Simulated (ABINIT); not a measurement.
# ZnS (F-43m) in ABINIT: equation of state

Aim: energy against volume of ZnS in PBE, for its equilibrium volume and stiffness.

All numbers are computed with ABINIT 10.8.3 (patched build); they aren't measurements. Logs are shortened: lines on timing, memory, paths and dates and some standing lists are left out, and cuts for length are marked. The log counts tension as positive stress, the text compression.

**The experiment to reproduce.**

“Electronic, vibrational, and thermodynamic properties of ZnS (zincblende and rocksalt structure)”, 2009, arxiv:0911.5022 quotes, for a bulk crystal of ZnS: bulk modulus 76.9 GPa.

The runs below are set against these values where they give the same quantity.

### Step 1. The structure

The structure is cubic, space group F-43m (No. 216). The conventional cell has a = 5.404 Å, b = 5.404 Å, c = 5.404 Å, α = 90.00°, β = 90.00°, γ = 90.00°. Around Zn (site symmetry -43m) lie 4 S at 2.34 Å. Around S (site symmetry -43m) lie 4 Zn at 2.34 Å.

### Step 2. Equation of state, PBE

The input, run.abi:

```
# Datasets: one volume each
ndtset 7
getwfk -1
scalecart1 3*0.9795861087
scalecart2 3*0.9864848297
scalecart3 3*0.9932883884
scalecart4 3*1.0000000000
scalecart5 3*1.0066227096
scalecart6 3*1.0131594038
scalecart7 3*1.0196128224

# Pseudopotentials
pp_dirpath "./"
pseudos "Zn.GGA_PBE-JTH.xml, S.GGA_PBE-JTH.xml"

# Structure
acell 3*1.0 Angstrom
rprim
     0.0000000000     2.7020000000     2.7020000000
     2.7020000000     0.0000000000     2.7020000000
     2.7020000000     2.7020000000     0.0000000000
ntypat 2
znucl 30 16
natom 2
typat 1 2
xred
     0.7500000000     0.7500000000     0.7500000000
     0.0000000000     0.0000000000     0.0000000000

# Plane-wave basis
ecut 22.0
pawecutdg 44.0

# k points
kptopt 1
ngkpt 9 9 9
nshiftk 1
shiftk 0.0 0.0 0.0

# Exchange and correlation
ixc 11

# Bands and occupations
nband 13
occopt 3
tsmear 0.05 eV

# SCF cycle
nstep 100
tolvrs 1.0e-9

# Output
iomode 3
prtwf 1
prtden 0
prteig 0
prtebands 0
enunit 2
```

Potentials or basis: JTH PAW PBE v2.0.

The run is started by

```sh
abinit run.abi > log 2>&1
```

run.abo:

```text
.Version 10.8.3 of ABINIT
 DATASET    1 : space group F-4 3 m (#216); Bravais cF (face-center cubic)
================================================================================
 Values of the parameters that define the memory need for DATASET  1.
     intxc =       0    ionmov =       0      iscf =      17    lmnmax =      18
     lnmax =       6     mgfft =      30  mpssoang =       3    mqgrid =    3001
     natom =       2  nloc_mem =       2    nspden =       1   nspinor =       1
    nsppol =       1      nsym =      24    n1xccc =       1    ntypat =       2
    occopt =       3   xclevel =       2
       mpw =        1258          nfft =       27000          nkpt =          35
 PAW method is used; the additional fine FFT grid is defined by:
   mgfftf=        45    nfftf =     91125
================================================================================
================================================================================
[... 71 lines left out ...]
 DATASET    7 : space group F-4 3 m (#216); Bravais cF (face-center cubic)
================================================================================
 Values of the parameters that define the memory need for DATASET  7.
     intxc =       0    ionmov =       0      iscf =      17    lmnmax =      18
     lnmax =       6     mgfft =      32  mpssoang =       3    mqgrid =    3001
     natom =       2  nloc_mem =       2    nspden =       1   nspinor =       1
    nsppol =       1      nsym =      24    n1xccc =       1    ntypat =       2
    occopt =       3   xclevel =       2
       mpw =        1403          nfft =       32768          nkpt =          35
 PAW method is used; the additional fine FFT grid is defined by:
   mgfftf=        45    nfftf =     91125
================================================================================
================================================================================

--------------------------------------------------------------------------------
------------- Echo of variables that govern the present computation ------------
--------------------------------------------------------------------------------
 -outvars: echo values of preprocessed input variables --------
            acell      1.8897261259E+00  1.8897261259E+00  1.8897261259E+00 Bohr
              amu      6.53900000E+01  3.20660000E+01
             ecut      2.20000000E+01 Hartree
           enunit           2
           getwfk          -1
              ixc          11
           jdtset        1    2    3    4    5    6    7
         kptrlatt        9    0    0      0    9    0      0    0    9
          kptrlen1     6.36625950E+01
          kptrlen2     6.41109379E+01
          kptrlen3     6.45530963E+01
          kptrlen4     6.49892791E+01
          kptrlen5     6.54196842E+01
          kptrlen6     6.58444992E+01
          kptrlen7     6.62639023E+01
            natom           2
            nband          13
           ndtset           7
            ngfft1         30      30      30
            ngfft2         32      32      32
            ngfft3         32      32      32
            ngfft4         32      32      32
            ngfft5         32      32      32
            ngfft6         32      32      32
            ngfft7         32      32      32
          ngfftdg          45      45      45
             nkpt          35
            nstep         100
             nsym          24
           ntypat           2
           occopt           3
        pawecutdg      4.40000000E+01 Hartree
         pawxcdev           0
           prtden           0
        prtebands           0
           prteig           0
            rprim1     0.0000000000E+00  2.6468416657E+00  2.6468416657E+00
                       2.6468416657E+00  0.0000000000E+00  2.6468416657E+00
                       2.6468416657E+00  2.6468416657E+00  0.0000000000E+00
            rprim2     0.0000000000E+00  2.6654820098E+00  2.6654820098E+00
                       2.6654820098E+00  0.0000000000E+00  2.6654820098E+00
                       2.6654820098E+00  2.6654820098E+00  0.0000000000E+00
            rprim3     0.0000000000E+00  2.6838652255E+00  2.6838652255E+00
                       2.6838652255E+00  0.0000000000E+00  2.6838652255E+00
                       2.6838652255E+00  2.6838652255E+00  0.0000000000E+00
            rprim4     0.0000000000E+00  2.7020000000E+00  2.7020000000E+00
                       2.7020000000E+00  0.0000000000E+00  2.7020000000E+00
                       2.7020000000E+00  2.7020000000E+00  0.0000000000E+00
            rprim5     0.0000000000E+00  2.7198945613E+00  2.7198945613E+00
                       2.7198945613E+00  0.0000000000E+00  2.7198945613E+00
                       2.7198945613E+00  2.7198945613E+00  0.0000000000E+00
            rprim6     0.0000000000E+00  2.7375567091E+00  2.7375567091E+00
                       2.7375567091E+00  0.0000000000E+00  2.7375567091E+00
                       2.7375567091E+00  2.7375567091E+00  0.0000000000E+00
            rprim7     0.0000000000E+00  2.7549938461E+00  2.7549938461E+00
                       2.7549938461E+00  0.0000000000E+00  2.7549938461E+00
                       2.7549938461E+00  2.7549938461E+00  0.0000000000E+00
          spgroup         216
           tolvrs      1.00000000E-09
           tsmear      1.83746611E-03 Hartree
            typat      1  2
           useylm           1
           xangst1     3.9702624986E+00  3.9702624986E+00  3.9702624986E+00
                       0.0000000000E+00  0.0000000000E+00  0.0000000000E+00
           xangst2     3.9982230148E+00  3.9982230148E+00  3.9982230148E+00
                       0.0000000000E+00  0.0000000000E+00  0.0000000000E+00
           xangst3     4.0257978382E+00  4.0257978382E+00  4.0257978382E+00
                       0.0000000000E+00  0.0000000000E+00  0.0000000000E+00
           xangst4     4.0530000000E+00  4.0530000000E+00  4.0530000000E+00
                       0.0000000000E+00  0.0000000000E+00  0.0000000000E+00
           xangst5     4.0798418420E+00  4.0798418420E+00  4.0798418420E+00
                       0.0000000000E+00  0.0000000000E+00  0.0000000000E+00
           xangst6     4.1063350636E+00  4.1063350636E+00  4.1063350636E+00
                       0.0000000000E+00  0.0000000000E+00  0.0000000000E+00
           xangst7     4.1324907692E+00  4.1324907692E+00  4.1324907692E+00
                       0.0000000000E+00  0.0000000000E+00  0.0000000000E+00
            xcart1     7.5027087702E+00  7.5027087702E+00  7.5027087702E+00
                       0.0000000000E+00  0.0000000000E+00  0.0000000000E+00
            xcart2     7.5555464882E+00  7.5555464882E+00  7.5555464882E+00
                       0.0000000000E+00  0.0000000000E+00  0.0000000000E+00
            xcart3     7.6076553524E+00  7.6076553524E+00  7.6076553524E+00
                       0.0000000000E+00  0.0000000000E+00  0.0000000000E+00
            xcart4     7.6590599883E+00  7.6590599883E+00  7.6590599883E+00
                       0.0000000000E+00  0.0000000000E+00  0.0000000000E+00
            xcart5     7.7097837184E+00  7.7097837184E+00  7.7097837184E+00
                       0.0000000000E+00  0.0000000000E+00  0.0000000000E+00
            xcart6     7.7598486514E+00  7.7598486514E+00  7.7598486514E+00
                       0.0000000000E+00  0.0000000000E+00  0.0000000000E+00
            xcart7     7.8092757716E+00  7.8092757716E+00  7.8092757716E+00
                       0.0000000000E+00  0.0000000000E+00  0.0000000000E+00
             xred      7.5000000000E-01  7.5000000000E-01  7.5000000000E-01
                       0.0000000000E+00  0.0000000000E+00  0.0000000000E+00
            znucl       30.00000   16.00000

================================================================================

 chkinp: Checking input parameters for consistency, jdtset=   1.

 chkinp: Checking input parameters for consistency, jdtset=   2.
[... 40 lines left out ...]
 getcut: wavevector=  0.0000  0.0000  0.0000  ngfft=  45  45  45
         ecut(hartree)=     44.000   => boxcut(ratio)=   2.08314

--- Pseudopotential description ------------------------------------------------
- pspini: atom type   1  psp file is ./Zn.GGA_PBE-JTH.xml
 Pseudopotential format is: paw10
 basis_size (lnmax)=  6 (lmn_size= 18), orbitals=   0   0   1   1   2   2
 Spheres core radius: rc_sph= 2.30769763
 Shapefunction is SIN type: shapef(r)=[sin(pi*r/rshp)/(pi*r/rshp)]**2
 Radius for shape functions =  1.80965103
 Compensation charge density is not taken into account in XC energy/potential

- pspini: atom type   2  psp file is ./S.GGA_PBE-JTH.xml
 Pseudopotential format is: paw10
 basis_size (lnmax)=  4 (lmn_size=  8), orbitals=   0   0   1   1
 Spheres core radius: rc_sph= 1.90380259
 Shapefunction is SIN type: shapef(r)=[sin(pi*r/rshp)/(pi*r/rshp)]**2
 Radius for shape functions =  1.40128485
 Compensation charge density is not taken into account in XC energy/potential

   2.06649828E+02                                ecore*ucvol(ha*bohr**3)
--------------------------------------------------------------------------------

[... 1419 lines left out ...]
-Cartesian components of stress tensor (GPa)         [Pressure= -2.5568E+00 GPa]
- sigma(1 1)=  2.55675637E+00  sigma(3 2)=  0.00000000E+00
- sigma(2 2)=  2.55675637E+00  sigma(3 1)=  0.00000000E+00
- sigma(3 3)=  2.55675637E+00  sigma(2 1)=  0.00000000E+00

== END DATASET(S) ==============================================================
================================================================================

 -outvars: echo values of variables after computation  --------
            acell      1.8897261259E+00  1.8897261259E+00  1.8897261259E+00 Bohr
           etotal1    -7.4693148503E+01
           etotal2    -7.4694226643E+01
           etotal3    -7.4694961158E+01
           etotal4    -7.4695384651E+01
           etotal5    -7.4695529958E+01
           etotal6    -7.4695424792E+01
           etotal7    -7.4695094690E+01
            fcart1     1.6822956708E-30  1.6822956708E-30 -5.0468870124E-30
                      -1.6822956708E-30 -1.6822956708E-30  5.0468870124E-30
            fcart2    -0.0000000000E+00 -0.0000000000E+00 -0.0000000000E+00
                      -0.0000000000E+00 -0.0000000000E+00 -0.0000000000E+00
            fcart3    -0.0000000000E+00 -0.0000000000E+00 -0.0000000000E+00
                      -0.0000000000E+00 -0.0000000000E+00 -0.0000000000E+00
            fcart4    -0.0000000000E+00 -0.0000000000E+00 -0.0000000000E+00
                      -0.0000000000E+00 -0.0000000000E+00 -0.0000000000E+00
            fcart5    -6.5484454270E-30 -3.2742227135E-29  1.9645336281E-29
                       6.5484454270E-30  3.2742227135E-29 -1.9645336281E-29
[... 38 lines left out ...]
                       0.0000000000E+00  0.0000000000E+00  0.0000000000E+00
           xangst1     3.9702624986E+00  3.9702624986E+00  3.9702624986E+00
                       0.0000000000E+00  0.0000000000E+00  0.0000000000E+00
           xangst2     3.9982230148E+00  3.9982230148E+00  3.9982230148E+00
                       0.0000000000E+00  0.0000000000E+00  0.0000000000E+00
           xangst3     4.0257978382E+00  4.0257978382E+00  4.0257978382E+00
                       0.0000000000E+00  0.0000000000E+00  0.0000000000E+00
           xangst4     4.0530000000E+00  4.0530000000E+00  4.0530000000E+00
                       0.0000000000E+00  0.0000000000E+00  0.0000000000E+00
           xangst5     4.0798418420E+00  4.0798418420E+00  4.0798418420E+00
                       0.0000000000E+00  0.0000000000E+00  0.0000000000E+00
           xangst6     4.1063350636E+00  4.1063350636E+00  4.1063350636E+00
                       0.0000000000E+00  0.0000000000E+00  0.0000000000E+00
           xangst7     4.1324907692E+00  4.1324907692E+00  4.1324907692E+00
                       0.0000000000E+00  0.0000000000E+00  0.0000000000E+00
             xred      7.5000000000E-01  7.5000000000E-01  7.5000000000E-01
                       0.0000000000E+00  0.0000000000E+00  0.0000000000E+00
 Calculation completed.
```

It took 6 min on 1 thread of Intel Xeon Platinum 8259CL at 2.50GHz (Skylake/Cascade Lake), shared host; peak memory 0.15 GiB.

Results:

```
Equilibrium volume                      : 20.15 Å³/atom
Bulk modulus                            : 70 GPa
Pressure derivative of the bulk modulus : 4.4
```

Energy against volume, from the lowest point:
```
volume (Å³/atom)  energy (meV/atom)
          18.543              32.40
          18.938              17.73
          19.332               7.74
          19.727               1.98
          20.121               0.00
          20.516               1.43
          20.910               5.92
```

Caveat: pressures at fixed basis lie under the slope of the energies. PBE usually gives volumes a little too large and moduli too small.

### Step 3. Comparison with measurements

Step 2. Measured bulk modulus of ZnS: 76.9 GPa (quoted in “Electronic, vibrational, and thermodynamic properties of ZnS (zincblende and rocksalt structure)”, 2009, arxiv:0911.5022). This calculation gives 70 GPa (-8.8 %). The fit is for a static lattice scaled at fixed shape and fixed fractional positions.
